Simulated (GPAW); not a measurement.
The system is SiC (Moissanite).

```
Si C
1.0
     3.07600    0.00000    0.00000
    -1.53800    2.66389    0.00000
     0.00000    0.00000    5.04800
Si C
2 2
Direct
  0.66667 0.33333 0.50000
  0.33333 0.66667 0.00000
  0.66667 0.33333 0.88500
  0.33333 0.66667 0.38500
```

```yaml
Program: GPAW 26.7.0
Task: relaxation of cell and atoms
Functional: PBEsol
Dispersion: D3(BJ)+ATM
Potentials_or_basis: PAW data sets generated in the run's folder for this functional
Cutoff: 800 eV
Basis: pw
k_mesh: 7 × 7 × 4
Occupations: fermi-dirac, width 0.05 eV
Spin: no spin polarisation
```

At the start: pressure -1.8 GPa; volume 10.34 Å³/atom.

Question: How do energy, volume and symmetry change on relaxing?

Answer: Over 7 steps the energy falls by 9.6 meV/atom and the volume is 10.25 Å³/atom (-0.9 %); space group P6_3mc (No. 186, to 0.05 Å).

Step by step:
```csv
step,energy change (eV),largest force (eV/Å),pressure (GPa),volume (Å³)
1,0.0000,0.7581,-1.77,41.36
2,-0.0268,0.4153,-1.71,41.31
3,-0.0375,0.0612,-1.21,41.20
4,-0.0379,0.0069,-1.07,41.18
5,-0.0382,0.0247,-0.67,41.11
6,-0.0384,0.0250,-0.12,41.01
7,-0.0384,0.0084,0.04,40.98
```

Final structure:
```cif
data_structure
_symmetry_space_group_name_H-M 'P 1'
_symmetry_Int_Tables_number 1
_cell_length_a 3.0671
_cell_length_b 3.0671
_cell_length_c 5.0304
_cell_angle_alpha 90.000
_cell_angle_beta 90.000
_cell_angle_gamma 120.000
_cell_volume 40.98
loop_
_atom_site_label
_atom_site_type_symbol
_atom_site_fract_x
_atom_site_fract_y
_atom_site_fract_z
_atom_site_occupancy
Si1 Si 0.66667 0.33333 0.50453 1
Si2 Si 0.33333 0.66667 0.00453 1
C1 C 0.66667 0.33333 0.88047 1
C2 C 0.33333 0.66667 0.38047 1
```

Caveat: later steps reuse the first step's grids.
